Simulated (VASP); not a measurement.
# Cu (Fm-3m) in VASP: relaxation of cell and atoms with PBE

Aim: the relaxation of cell and atoms of Cu with PBE.

Everything below comes from runs of VASP 6.6.1. Logs are shortened: lines on timing, memory, paths and dates and some standing lists are left out, and cuts for length are marked.

## 1. The structure

Symmetry: Fm-3m, No. 225, cubic system. The conventional cell has a = 3.499 Å, b = 3.499 Å, c = 3.499 Å, α = 90.00°, β = 90.00°, γ = 90.00°. Around Cu (site symmetry m-3m) lie 12 Cu at 2.47 Å.

## 2. Relaxation of cell and atoms, PBE, target pressure 21.1 GPa, at which the enthalpy is minimised

INCAR reads:

```
SYSTEM = Cu
PREC = Accurate
ENCUT = 600
EDIFF = 1E-7
ISMEAR = 1
SIGMA = 0.1
LREAL = .False.
LASPH = .True.
NELM = 80
ALGO = Normal
ISIF = 3
LWAVE = .False.
LCHARG = .False.
GGA = PE
IBRION = 2
NSW = 90
EDIFFG = -0.005
PSTRESS = 211.0
```

KPOINTS reads:

```
Automatic mesh
0
Gamma
  18 18 18
  0 0 0
```

POSCAR reads:

```
Cu                                      
1.0
   -0.0000000000      1.7493626656      1.7493626656
    1.7493626656      0.0000000000      1.7493626656
    1.7493626656      1.7493626656     -0.0000000000
  Cu            
     1
Direct
     0.0000000000000000    0.0000000000000000    1.0000000000000000
```

Potentials or basis: VASP PAW PBE potentials, release 64 (Cu).

On the command line:

```bash
> cat potpaw_PBE.64/Cu/POTCAR > POTCAR
> mpirun -np 1 vasp_std > vasp.out
```

OUTCAR:

```text
SYSTEM = Cu
   PREC = Accurate
   ENCUT = 600
   EDIFF = 1E-7
   ISMEAR = 1
   LREAL = .False.
   LASPH = .True.
   NELM = 80
   ISIF = 3
   GGA = PE
   IBRION = 2
   NSW = 90
   EDIFFG = -0.005
   PSTRESS = 211.0

 ion  position               nearest neighbor table
   1  0.000  0.000  0.000-

  LATTYP: Found a face centered cubic cell.
 ALAT       =     3.4987253312

  Lattice vectors:

 A1 = (   0.0000000000,   1.7493626656,   1.7493626656)
 A2 = (   1.7493626656,   0.0000000000,   1.7493626656)
 A3 = (   1.7493626656,   1.7493626656,   0.0000000000)

Analysis of symmetry for initial positions (statically):
=====================================================================
 Subroutine PRICEL returns:
 Original cell was already a primitive cell.

 Routine SETGRP: Setting up the symmetry group for a
 face centered cubic supercell.

 Subroutine GETGRP returns: Found 48 space group operations
 (whereof 48 operations were pure point group operations)
 out of a pool of 48 trial point group operations.

The static configuration has the point symmetry O_h .

Analysis of symmetry for dynamics (positions and initial velocities):
=====================================================================
 Subroutine PRICEL returns:
 Original cell was already a primitive cell.

 Routine SETGRP: Setting up the symmetry group for a
 face centered cubic supercell.

 Subroutine GETGRP returns: Found 48 space group operations
 (whereof 48 operations were pure point group operations)
 out of a pool of 48 trial point group operations.

The dynamic configuration has the point symmetry O_h .

 Subroutine INISYM returns: Found 48 space group operations
 (whereof 48 operations are pure point group operations),
 and found     1 'primitive' translations

----------------------------------------------------------------------------------------

                                     Primitive cell

  volume of cell :      10.7070

  direct lattice vectors                    reciprocal lattice vectors
     0.000000000  1.749362666  1.749362666    -0.285818378  0.285818378  0.285818378
     1.749362666  0.000000000  1.749362666     0.285818378 -0.285818378  0.285818378
     1.749362666  1.749362666  0.000000000     0.285818378  0.285818378 -0.285818378

  length of vectors
     2.473972407  2.473972407  2.473972407     0.495051953  0.495051953  0.495051953

  position of ions in fractional coordinates (direct lattice)
     0.000000000  0.000000000  0.000000000

  ion indices of the primitive-cell ions
[... 86 lines left out ...]
   NUPDOWN=      -1.0000    fix difference up-down
   EMIN   =  10.00;   EMAX   =-10.00  energy-range for DOS
   EFERMI =   0.00;   METHOD = LEGACY
   ISMEAR =     1;   SIGMA  =   0.10  broadening in eV -4-tet -1-fermi 0-gaus
   EFERMI_NEDOS =   21; number of points for ismear=-14 and -15
   IALGO  =     38    algorithm
   IMIX   =      4    mixing-type and parameters
     AMIX     =   0.40;   BMIX     =  1.00
     AMIX_MAG =   1.60;   BMIX_MAG =  1.00
  volume/ion in A,a.u.               =      10.71        72.25
  Fermi-wavevector in a.u.,A,eV,Ry     =   1.651895  3.121630 37.127012  2.728758
  Thomas-Fermi vector in A             =   2.740597
   LORBIT       =      0    0 simple, 1 ext, 2 COOP (PROOUT), +10 PAW based schemes
   GGA     = PE    functional components
   LHFCALC =     F    Hartree Fock is set to
   AEXX    =    0.0000 exact exchange contribution
   IVDW    =     0    specifies the selected vdW correction
   LEPSILON=     F    determine dielectric tensor
   LRPA    =     F    only Hartree local field effects (RPA)
 conjugate gradient relaxation of ions
 non-spin polarized calculation
 Methfessel and Paxton  Order N= 1 SIGMA  =   0.10
  energy-cutoff  :      600.00
  volume of cell :       10.71
 maximum number of plane-waves:       369
   NGX =  9   NGY =  9   NGZ =  9

--------------------------------------- Ionic step        1  -------------------------------------------

 number of electron      10.9999989 magnetization

 Free energy of the ion-electron system (eV)
  ---------------------------------------------------
  ext. energy  EPLUGINS =         0.00000000
  ---------------------------------------------------
  free energy    TOTEN  =        -3.65109134 eV

  energy without entropy =       -3.65115297  energy(sigma->0) =       -3.65111189

------------------------ aborting loop because EDIFF is reached ----------------------------------------

  FORCE on cell =-STRESS in cart. coord.  units (eV):
  Direction    XX          YY          ZZ          XY          YZ          ZX
  --------------------------------------------------------------------------------------
  -------------------------------------------------------------------------------------
  Total        1.4153244      1.4153244      1.4153244     -0.0000000     -0.0000000      0.0000000
  in kB      211.7858951    211.7858951    211.7858951     -0.0000000     -0.0000000      0.0000000
  external PRESSURE =       0.7858951 kB  Pullay stress =     211.0000000 kB
[... 61 lines left out ...]
--------------------------------------- Ionic step        3  -------------------------------------------

 number of electron      10.9999990 magnetization

 Free energy of the ion-electron system (eV)
  ---------------------------------------------------
  ext. energy  EPLUGINS =         0.00000000
  ---------------------------------------------------
  free energy    TOTEN  =        -3.65138008 eV

  energy without entropy =       -3.65144092  energy(sigma->0) =       -3.65140036

 E-fermi :   8.8303     XC(G=0): -13.3040

 val. band max:        8.8214678048   @ k =  -0.4444   0.1111   0.0556
 cond. band min:       8.8440950326   @ k =   0.5000   0.3333   0.1667
 fundamental gap:      0.0226272278
 Fermi energy:         8.8303425094

 k-point     1 :       0.0000    0.0000    0.0000
  band No.  band energies     occupation
      1      -1.2592      2.00000
      2       5.5214      2.00000
      3       5.5214      2.00000
      4       5.5214      2.00000
      5       6.4788      2.00000
      6       6.4788      2.00000
      7      32.2343      0.00000
      8      35.6571      0.00000
      9      35.6571      0.00000
[... 265 lines left out ...]
 k-point    24 :      -0.2222    0.0556    0.0000
  band No.  band energies     occupation
      1       0.9512      2.00000
      2       5.1742      2.00000
      3       5.7005      2.00000
      4       5.7460      2.00000
      5       6.4197      2.00000
      6       6.7040      2.00000
      7      22.7168      0.00000
      8      30.0080      0.00000
      9      33.6764      0.00000

 [... further k-points ...]
[... 5 lines left out ...]
  --------------------------------------------------------------------------------------
  -------------------------------------------------------------------------------------
  Total        1.4114706      1.4114706      1.4114706     -0.0000000      0.0000000     -0.0000000
  in kB      211.1660623    211.1660623    211.1660623     -0.0000000      0.0000000     -0.0000000
  external PRESSURE =       0.1660623 kB  Pullay stress =     211.0000000 kB
[... 20 lines left out ...]
  energy  without entropy=       -3.6514409226  energy(sigma->0) =       -3.65140036

  enthalpy is  TOTEN    =        -2.2410194391 eV   P V=        1.4103606393

 reached required accuracy - stopping structural energy minimisation
```

OSZICAR:

```text
N       E                     dE             d eps       ncg     rms          rms(c)
DAV:   1     0.378790268231E+02    0.37879E+02   -0.62648E+03  3670   0.237E+03
DAV:   2    -0.415505554690E+01   -0.42034E+02   -0.40120E+02  3522   0.207E+02
DAV:   3    -0.458448125045E+01   -0.42943E+00   -0.42860E+00  4176   0.300E+01
[... 19 lines left out ...]
DAV:   1    -0.365144986189E+01    0.71188E-03   -0.13771E-03  3680   0.988E-01    0.692E-02
DAV:   2    -0.365140087377E+01    0.48988E-04   -0.98722E-04  3682   0.744E-01    0.249E-02
DAV:   3    -0.365138210093E+01    0.18773E-04   -0.14045E-04  3651   0.289E-01    0.964E-03
DAV:   4    -0.365138012585E+01    0.19751E-05   -0.23418E-06  4636   0.201E-02    0.393E-04
DAV:   5    -0.365138007831E+01    0.47535E-07   -0.10424E-08  1970   0.138E-03
   3 F= -.22410194E+01 E0= -.22410397E+01  d E =-.552727E-06
```

CONTCAR:

```text
Cu
   1.00000000000000
    -0.0000000000000000    1.7494818321651273    1.7494818321651273
     1.7494818321651273   -0.0000000000000000    1.7494818321651273
     1.7494818321651273    1.7494818321651273    0.0000000000000000
  Cu
     1
Direct
     0.0000000000000000    0.0000000000000000    0.0000000000000000

  0.00000000E+00  0.00000000E+00  0.00000000E+00
```

Wall time 61 s (1 thread of AMD EPYC 7R43 (Zen 3), shared host); peak memory 0.11 GiB.

Results:

| Item | Value |
| --- | --- |
| Free energy | -3.6514 eV |
| Relaxed volume | 10.71 Å³/atom |
| Relaxed cell | a = 2.474 Å, b = 2.474 Å, c = 2.474 Å, α = 60.00°, β = 60.00°, γ = 60.00° |
| Space group after relaxing (to 0.05 Å) | Fm-3m (No. 225) |
| Energy change on relaxing (the enthalpy is what falls) | -0.3 meV/atom |
| Ionic steps | 3 |
| Pressure after relaxing | 21.1 GPa |
| Band gap on the k mesh | none (metal or under the smearing width) |

The path:
```csv
step,energy change (eV),largest force (eV/Å),pressure (GPa),volume (Å³)
1,0.0000,0.0000,21.18,10.71
2,-0.0011,0.0000,21.02,10.72
3,-0.0003,0.0000,21.12,10.71
```

Final structure:
```cif
data_structure
_symmetry_space_group_name_H-M 'P 1'
_symmetry_Int_Tables_number 1
_cell_length_a 2.4741
_cell_length_b 2.4741
_cell_length_c 2.4741
_cell_angle_alpha 60.000
_cell_angle_beta 60.000
_cell_angle_gamma 60.000
_cell_volume 10.71
loop_
_atom_site_label
_atom_site_type_symbol
_atom_site_fract_x
_atom_site_fract_y
_atom_site_fract_z
_atom_site_occupancy
Cu1 Cu 0.00000 0.00000 0.00000 1
```

Levels at points of the mesh, in eV from the Fermi level:
| k point | band 2 | band 3 | band 4 | band 5 | band 6 | band 7 | band 8 | band 9 |
| --- | --- | --- | --- | --- | --- | --- | --- | --- |
| (0.00, 0.00, 0.00) | -3.31 | -3.31 | -3.31 | -2.35 | -2.35 | 23.40 | 26.83 | 26.83 |
| (0.50, 0.00, 0.00) | -3.35 | -3.35 | -1.69 | -1.69 | -1.26 | 4.31 | 21.85 | 23.67 |
| (0.50, 0.50, 0.00) | -4.93 | -1.71 | -1.53 | -1.53 | 1.46 | 7.86 | 13.90 | 13.90 |

Caveat: the cell is relaxed towards a set pressure, so the enthalpy falls and the energy may rise.
